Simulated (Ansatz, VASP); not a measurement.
# One calculation of SnSe, two programs

```xyz
2
Lattice="0.0000 2.9693 2.9693 2.9693 0.0000 2.9693 2.9693 2.9693 0.0000" Properties=species:S:1:pos:R:3 pbc="T T T"
Sn    0.0000    0.0000    0.0000
Se    2.9693    2.9693    2.9693
```

Measurements of this composition are mostly on another form, of space group No. 62.

Alike in both runs: task single point; functional revPBE; k mesh 8 × 8 × 8; occupations fermi-dirac, width 0.05 eV; no spin polarisation.

|  | VASP | Ansatz |
| --- | --- | --- |
| version | VASP 6.6.1 | Ansatz 0.2.0 |
| potentials or method | VASP PAW PBE potentials, release 64 (Sn_d, Se) | Ansatz PAW |
| plane-wave cutoff (eV) | 520 | 420 |
| valence electrons in the cell | 20 | 30 |

```tsv
	VASP	Ansatz	Ansatz less VASP
gap on the k mesh at the Fermi level (eV)	0.72	0.71	-0.001
least direct gap on the mesh (eV)	0.74	0.74	-0.001
pressure (GPa)	4.5	4.5	+0.02
```

The two sets of potentials don't hold the same shells in valence.

Caveats: spin-orbit coupling is left out, which moves the levels of the heavy elements; the PAW data sets were made with another functional, which shifts forces and pressure a little (VASP); the PAW data sets come from PBE, with cores solved anew for the run's functional, which leaves a small shift of forces and pressure (Ansatz). A k mesh can miss the band edges.
